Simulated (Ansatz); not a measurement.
## CdSe under changes of volume

One of the cells (28.942 Å³/atom); the others are scaled copies at fixed shape and fractional positions:

```xyz
2
Lattice="0.0000 3.0703 3.0703 3.0703 0.0000 3.0703 3.0703 3.0703 0.0000" Properties=species:S:1:pos:R:3 pbc="T T T"
Cd    0.0000    0.0000    0.0000
Se    1.5351    1.5351    1.5351
```

Measurements of this composition are mostly on another form, of space group No. 186.

- Program: Ansatz 0.2.0
- Functional: PBE
- Potentials or basis: Ansatz PAW
- Cutoff: 420 eV (not typed: the program's choice for these potentials)
- k mesh: 8 × 8 × 8
- Occupations: fermi-dirac, width 0.05 eV
- Spin: no spin polarisation

```csv
volume (Å³/atom),energy over the lowest point (meV/atom),pressure (GPa),gap on the mesh (eV)
27.206,?,?,?
27.784,20.07,3.6,0.63
28.363,9.43,2.4,0.59
28.942,2.89,1.3,0.55
29.521,0.00,0.3,0.51
30.100,0.41,-0.5,0.47
30.679,3.76,-1.3,0.43
```

Problem. What does the run at 27.206 Å³/atom give?

Solution. Energy over the lowest point 35.29 meV/atom; pressure 4.9 GPa; gap on the mesh 0.68 eV.

Worked out: A Birch-Murnaghan fit of order 3 (a polynomial in V^(-2/3)) to the other rows has its minimum at 29.73 Å³/atom with B0 = V·E''(V) = 45 GPa and B' = 4.6. It gives 35.24 meV/atom at 27.206 Å³/atom, against the run's 35.29, and -dE/dV = 4.9 GPa, against 4.9. A straight line through the other rows of the gap, of slope -2.02 eV per unit of ln V (its deformation potential), extrapolates to 0.67 eV, against the run's 0.68.

Energies are extrapolated to zero smearing.

Spin-orbit coupling on Cd, Se is left out.
